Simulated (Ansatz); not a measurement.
The system is AgCl (Chlorargyrite).

```xyz
2
Lattice="0.0000 2.7350 2.7350 2.7350 0.0000 2.7350 2.7350 2.7350 0.0000" Properties=species:S:1:pos:R:3 pbc="T T T"
Ag    0.0000    0.0000    0.0000
Cl    2.7350    2.7350    2.7350
```

Base run:

```yaml
Program: Ansatz 0.2.0
Functional: PBEsol
Potentials_or_basis: Ansatz PAW
Cutoff: 420 eV
Density_cutoff: 1680 eV
k_mesh: 8 × 8 × 8
Occupations: fermi-dirac, width 0.05 eV
Spin: no spin polarisation
Hubbard_terms: Ag d U = 3 eV
```

Its results: band gap on the k mesh 1.32 eV, indirect (least direct gap 3.25 eV); pressure 0.0 GPa.

Q: The run is repeated on the same cell with these changes: hubbard terms from Ag d U = 3 eV to Ag d U = 4 eV. What comes out?

A: Band gap on the k mesh 1.48 eV, indirect (least direct gap 3.25 eV); pressure 0.2 GPa.

Caveats: the PAW data sets come from PBE, with cores solved anew for the run's functional, which leaves a small shift of forces and pressure; the density of states is complete only up to the lowest level of the last band computed.

A k mesh can miss the band edges.

Not every run made on this cell is shown here.
